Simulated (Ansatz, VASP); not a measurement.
## Two plane-wave programs on Ba3HfO

File INCAR:

```
SYSTEM = Ba3HfO
  PREC = Accurate
  ENCUT = 600
  EDIFF = 1E-6
  ISMEAR = 0
  SIGMA = 0.1
  LREAL = .FALSE.
  LASPH = .TRUE.
  NELM = 100
  ALGO = Normal
  ISIF = 3
  LWAVE = .FALSE.
  LCHARG = .FALSE.
  GGA = PE
  IBRION = 2
  NSW = 90
  EDIFFG = -0.04
```

The input KPOINTS:

```
regular mesh
0
G
  4 4 4
  0 0 0
```

POSCAR

```
Ba3HfO
1.0
    4.9448914800      0.0000000000      0.0000000000
    0.0000000000      4.9448914800      0.0000000000
    0.0000000000      0.0000000000      4.9448914800
Ba Hf O
3 1 1
Direct
    0.5000000000      0.5000000000      0.0000000000
    0.5000000000      0.0000000000      0.5000000000
    0.0000000000      0.5000000000      0.5000000000
    0.0000000000      0.0000000000      0.0000000000
    0.5000000000      0.5000000000      0.5000000000
```

Input for Ansatz:

```yaml
crystal:
  lattice:
    - [4.94489148, 0.0, 0.0]
    - [0.0, 4.94489148, 0.0]
    - [0.0, 0.0, 4.94489148]
  atoms:
    - { symbol: Ba, position: [0.5, 0.5, 0.0] }
    - { symbol: Ba, position: [0.5, 0.0, 0.5] }
    - { symbol: Ba, position: [0.0, 0.5, 0.5] }
    - { symbol: Hf, position: [0.0, 0.0, 0.0] }
    - { symbol: O, position: [0.5, 0.5, 0.5] }
basis:
  ecutwfc: 420
kpoints:
  mp_grid: { grid: [4, 4, 4] }
hamiltonian:
  xc: pbe
scf:
  occupations: { method: gaussian, width: 0.1 }
  lower_state_search: "off"
output:
  forces: true
  stress: true
  eigenvalues: true
relax:
  adjacent_minimum: "off"
  f_tol: 0.04
  max_steps: 70
  cell: { stress_tol: 0.4 }
```

Change from the starting cell: species swapped into the BaRuO3 type (Pm-3m, No. 221).

Alike in both runs: task relaxation of cell and atoms; functional PBE; k mesh 4 × 4 × 4; occupations gaussian, width 0.1 eV; no spin polarisation.

|  | VASP | Ansatz |
| --- | --- | --- |
| version | VASP 6.6.1 | Ansatz 0.2.0 |
| potentials or method | VASP PAW PBE potentials, release 64 (Ba_sv, Hf_pv, O) | scalar-relativistic, plane waves, PAW |
| plane-wave cutoff (eV) | 600 | 420 |
| valence electrons in the cell | 46 | 62 |

Ansatz gave:

| Quantity | Value |
| --- | --- |
| gap on the k mesh at the Fermi level, each at its own relaxed structure (eV) | none |
| relaxed volume (Å³/atom) | 32.68 |
| relaxed cell length with the largest relative difference (Å) | 5.467 |
| energy change over the relaxation (meV/atom) | -345 |

Q: What did VASP give for the same quantities?

A: gap on the k mesh at the Fermi level, each at its own relaxed structure (eV): none; relaxed volume (Å³/atom): 33.68; relaxed cell length with the largest relative difference (Å): 5.522; energy change over the relaxation (meV/atom): -435.

A gap of «none» marks a metal or a gap that the smearing closes. The two sets of potentials don't hold the same shells in valence.

Caveats: the volume moved by over 15 % at a fixed basis, so the end points are rough (VASP). Spin-orbit coupling is left out, which matters for the levels of Ba, Hf.
